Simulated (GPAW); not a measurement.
# WS2 (R3m) in GPAW: single point with PBEsol

Aim: the single point of WS2 with PBEsol.

Program: GPAW 26.7.0. These are calculated values, not measurements. Logs are shortened: lines on timing, memory, paths and dates and some standing lists are left out, and cuts for length are marked. The log counts tension as positive stress, the text compression.

## 1. The crystal as given

Symmetry: R3m, No. 160, trigonal system. The conventional cell has a = 3.158 Å, b = 3.158 Å, c = 18.490 Å, α = 90.00°, β = 90.00°, γ = 120.00°. W (site symmetry 3m) has 6 S at 2.39 to 2.42 Å as nearest neighbours. S (site symmetry 3m) is surrounded by 3 W at 2.42 Å. S (site symmetry 3m) is surrounded by 3 W at 2.39 Å.

Measurements of this composition are mostly on another form, of space group No. 194.

## 2. Single point, PBEsol

Input file run.py:

```python
from ase import Atoms
from ase.dft.bandgap import bandgap
from ase.io import write
from ase.units import GPa
from gpaw import GPAW, PW, setup_paths

setup_paths.insert(0, '.')

atoms = Atoms(['W', 'S', 'S'],
              cell=[[1.579, 0.9116360751, 6.1633333333],
                    [-1.579, 0.9116360751, 6.1633333333],
                    [0.0, -1.8232721501, 6.1633333333]],
              scaled_positions=[[0.0, 0.0, 0.0],
                                [0.581, 0.581, 0.581],
                                [0.7503, 0.7503, 0.7503]],
              pbc=True)

calc = GPAW(mode=PW(450),
            xc='PBEsol',
            kpts={'size': (8, 8, 8), 'gamma': True},
            occupations={'name': 'fermi-dirac', 'width': 0.05},
            nbands=25,
            maxiter=120,
            txt='gpaw.txt')
atoms.calc = calc
energy = atoms.get_potential_energy()
forces = atoms.get_forces()
stress = atoms.get_stress()
calc.write('gs.gpw')
write('result.traj', atoms)
print(f'Energy: {energy:.6f} eV')
print('Forces (eV/A):')
print(forces.round(4))
print('Stress (GPa):', (stress / GPa).round(3))
print('Fermi level:', round(calc.get_fermi_level(), 4), 'eV')
print(f'Gap: {bandgap(calc)[0]:.4f} eV, direct: {bandgap(calc, direct=True)[0]:.4f} eV')
```

Potentials or basis: PAW data sets generated in the run's folder for this functional, pw.

The run is started by

```sh
> gpaw-setup -f PBEsol S W
> OMP_NUM_THREADS=1 python run.py
```

gpaw.txt:

```text
__  _  _
 | _ |_)|_||  |
 |__||  | ||/\| - 26.7.0

Input parameters:
  mode=PW(ecut=450.00000000000006),
  kpts=MonkhorstPack(size=(8, 8, 8), gamma=True),
  maxiter=120,
  nbands=25,
  occupations=Occupations(name='fermi-dirac', width=0.05),
  xc=XC(name='PBEsol')

Diagonalizing LCAO Hamiltonian
Converting LCAO to pw mode

       S

       S

       W

Atoms  # Å, Bohr magnetons
|   | symbol |        x |        y |         z |    initial magnetic moments |
|---|--------|----------|----------|-----------|-----------------------------|
| 0 |      W | 0.000000 | 0.000000 |  0.000000 | ( 0.0000,  0.0000,  0.0000) |
| 1 |      S | 0.000000 | 0.000000 | 10.742690 | ( 0.0000,  0.0000,  0.0000) |
| 2 |      S | 0.000000 | 0.000000 | 13.873047 | ( 0.0000,  0.0000,  0.0000) |

Unit cell  # Å
| periodic |         x |         y |        z |  lengths |    angles |
|----------|-----------|-----------|----------|----------|-----------|
|      yes |  1.579000 |  0.911636 | 6.163333 | 6.427363 | 28.442674 |
|      yes | -1.579000 |  0.911636 | 6.163333 | 6.427363 | 28.442674 |
|      yes |  0.000000 | -1.823272 | 6.163333 | 6.427363 | 28.442674 |

Number of symmetries: 6
Symmetry operations  # r_c * U_cc + t_c -> r_c
|   | kind |            matrix            |
|---|------|------------------------------|
| 0 |  E   |  1, 0, 0,  0, 1, 0,  0, 0, 1 |
| 1 |  σ   |  1, 0, 0,  0, 0, 1,  0, 1, 0 |
| 2 |  σ   |  0, 1, 0,  1, 0, 0,  0, 0, 1 |
| 3 |  C3  |  0, 1, 0,  0, 0, 1,  1, 0, 0 |
| 4 |  C3  |  0, 0, 1,  1, 0, 0,  0, 1, 0 |
| 5 |  σ   |  0, 0, 1,  0, 1, 0,  1, 0, 0 |

BZ-sampling:
  Number of BZ points: 512
  Number of IBZ points: 65

  Monkhorst-Pack size: [8, 8, 8]
  Monkhorst-Pack shift: [0.0625, 0.0625, 0.0625]

K-points  # in reciprocal-cell coordinates
|     |                                coordinates |     weight |
|-----|--------------------------------------------|------------|
|   0 | (  0.00000000,   0.00000000,   0.00000000) | 0.00195312 |
|   1 | (  0.12500000,   0.00000000,  -0.12500000) | 0.01171875 |
|   2 | (  0.12500000,   0.00000000,   0.00000000) | 0.01171875 |
|   3 | (  0.12500000,   0.12500000,  -0.12500000) | 0.01171875 |
|   4 | (  0.12500000,   0.12500000,   0.00000000) | 0.01171875 |
|   5 | (  0.12500000,   0.12500000,   0.12500000) | 0.00390625 |
|   6 | (  0.25000000,  -0.12500000,  -0.12500000) | 0.01171875 |
|   7 | (  0.25000000,   0.00000000,  -0.25000000) | 0.01171875 |
|   8 | (  0.25000000,   0.00000000,  -0.12500000) | 0.02343750 |
|   9 | (  0.25000000,   0.00000000,   0.00000000) | 0.01171875 |
| ... |                                            |            |
|  64 | (  0.50000000,   0.50000000,   0.50000000) | 0.00195312 |

Plane wave coefficients: 1182
Cutoff: 450.00000000000006 eV

Spin-components: 1 (collinear spins)
Bands:           25
Projectors:      16
Spin-degeneracy: 2
Datatype:        complex128

Parallelization:
  kpt:    1
  domain: 1
  band:   1

Density:
  Valence electrons: 26.0
  Components: 1
  Grid points: [32 32 32]
  Charge: 0.0  # |e|

Potential:
  Grid points: [32 32 32]

species:
  W:
    name:    Tungsten
    Z:       74.0
    valence: 14
    core:    60
    charge:  0.0  # [|e|]
    compensation charges:
      type: gauss
      rc: 0.40  # [Å]
      lmax: 2
    cutoffs:
      filter: 2.36  # [Å]
      core: 3.02  # [Å]
    projectors
    | kind |    occ | energy [eV] | rcut [Å] |
    |------|--------|-------------|----------|
    |   5s |  2.000 |     -78.864 |    1.344 |
    |   6s |  2.000 |      -5.730 |    1.344 |
    |   5p |  6.000 |     -43.252 |    1.355 |
    |   6p |  0.000 |      -1.338 |    1.355 |
    |   5d |  4.000 |      -4.526 |    1.228 |
    |    d |        |      22.686 |    1.228 |

    Using partial waves for W as LCAO basis

  S:
    name:    Sulfur
    Z:       16.0
    valence: 6
    core:    10
    charge:  0.0  # [|e|]
    compensation charges:
      type: gauss
      rc: 0.24  # [Å]
      lmax: 2
    cutoffs:
      filter: 1.77  # [Å]
      core: 1.66  # [Å]
    projectors
    | kind |    occ | energy [eV] | rcut [Å] |
    |------|--------|-------------|----------|
    |   3s |  2.000 |     -17.192 |    0.974 |
    |   3p |  4.000 |      -6.978 |    0.979 |
    |    s |        |      10.020 |    0.974 |
    |    p |        |      20.234 |    0.979 |
    |    d |        |       0.000 |    0.900 |

    Using partial waves for S as LCAO basis

Reference energy: -460323.169833  # eV

eigensolver:
  PPCG
  Converge bands: occupied
  niter=2

density mixing:
  MSR1-Mixer
  Pratt-step length: 0.05
  Maximum mixing coefficient: 0.75
  Old densities: 10
  SVD Regularization: 0.005
  Good broyden scale: 1.0
  Trust region scale: 1.0
  Backstep threshold: 4.0
  History deletion threshold: 6.0
  Fourier metric: weight=20.0, sigma=0.015

occupation numbers:
  Fermi-Dirac:
    width: 0.0500  # eV

poisson solver:
  ecut: 3600.0000000000005  # eV

xc functional:
  name: PBEsol with 2 nearest neighbor stencil

convergence criteria:
- Maximum [total energy] change in last 3 cyles: 0.0005 eV / valence electron
- Maximum integral of absolute [dens]ity change: 0.0001 electrons / valence electron
- Maximum integral of absolute [eigenst]ate change: 4e-08 eV^2 / valence electron
maximum number of iterations: 120

SCF iterations
|iter     | |      energy | eigst |  dens |
|---------|-|-------------|-------|-------|
|iter:   1| |  -24.174383 | +0.17 |       |
|iter:   2| |  -24.124340 | -1.88 | -1.19 |
|iter:   3| |  -23.879817 | -1.76 | -1.23 |
|iter:   4| |  -23.896833 | -2.46 | -1.63 |
|iter:   5| |  -23.832807 | -3.09 | -1.66 |
|iter:   6| |  -23.832729 | -3.99 | -2.14 |
|iter:   7| |  -23.832746c| -5.32 | -3.03 |
|iter:   8| |  -23.832714c| -5.94 | -3.37 |
|iter:   9| |  -23.832712c| -7.10 | -3.76 |
|iter:  10| |  -23.832712c| -7.50c| -4.52c|

Converged in 10 steps
Energy contributions relative to reference atoms: (reference = -460323.169833)

Energy contributions:
  Kinetic:          15.284854
  Coulomb:         -17.076554
  Zero:              0.051025
  External:          0.000000
  Xc:              -22.092037
  Entropy:          -0.000000
  Spinorbit:         0.000000
  ----------------------------
  Free energy:     -23.832712
  Extrapolated:    -23.832712

dipole moment: (0.000000, -0.000000, -51.641081)  # |e|*Ang

Fermi level: 9.249
Eigenvalues  # (at kpt = [0.000, 0.000, 0.000])
| band index |      eig [eV] | occ [0-2] |
|------------|---------------|-----------|
|          0 |       -65.652 |     2.000 |
|        ... |               |           |
|          5 |        -4.902 |     2.000 |
|          6 |         1.069 |     2.000 |
|          7 |         5.203 |     2.000 |
|          8 |         5.203 |     2.000 |
|          9 |         6.467 |     2.000 |
|         10 |         6.467 |     2.000 |
|         11 |         7.192 |     2.000 |
|         12 |         7.521 |     2.000 |
|         13 |        10.929 |     0.000 |
|         14 |        10.929 |     0.000 |
|         15 |        11.297 |     0.000 |
|         16 |        11.297 |     0.000 |
|         17 |        13.375 |     0.000 |
|         18 |        16.429 |     0.000 |
|         19 |        17.129 |     0.000 |
|         20 |        18.628 |     0.000 |
|        ... |               |           |
|         24 |        21.465 |     0.000 |

Gap: 1.120 eV
Transition (v -> c):
  (s=0, k=64, n=12, [0.50, 0.50, 0.50]) -> (s=0, k=8, n=13, [0.25, 0.00, -0.12])
Direct/indirect transitions are different
Direct gap: 2.288 eV
Transition at: (s=0, k=64, n=12, [0.50, 0.50, 0.50])

Forces  # eV/Ang
|       x |        y |        z |
|---------|----------|----------|
| 0.00000 | -0.00000 | -0.60141 |  # W    0
| 0.00000 |  0.00000 |  0.36382 |  # S    1
| 0.00000 |  0.00000 |  0.23735 |  # S    2

Stress tensor  # eV/Ang^3
|        x |         y |         z |
|----------|-----------|-----------|
| 0.007464 |  0.000000 |  0.000000 |
| 0.000000 |  0.007464 | -0.000000 |
| 0.000000 | -0.000000 |  0.000556 |

# Writing to gs.gpw (mode='')
```

Run time: 49 s. Hardware: 1 thread of Intel Xeon Platinum 8488C (Sapphire Rapids), shared host; peak memory 0.22 GiB.

Results:

| Item | Value |
| --- | --- |
| Free energy | -23.8327 eV |
| Pressure | -0.8 GPa |
| Largest force | 0.601 eV/Å |
| Band gap on the k mesh | 1.12 eV, indirect (least direct gap 2.29 eV) |

Forces on the atoms (eV/Å):
```
W    0.000  0.000 -0.601
S    0.000  0.000  0.364
S    0.000  0.000  0.237
```

Stress tensor (GPa, compression positive):
```
-1.20  0.00  0.00
 0.00 -1.20  0.00
 0.00  0.00 -0.09
```

Caveat: the cutoff is short for stress and forces, so pressures can be off by a GPa or more; spin-orbit coupling is left out, which moves the levels of the heavy elements; the program warned that so skewed a cell can give wrong results.
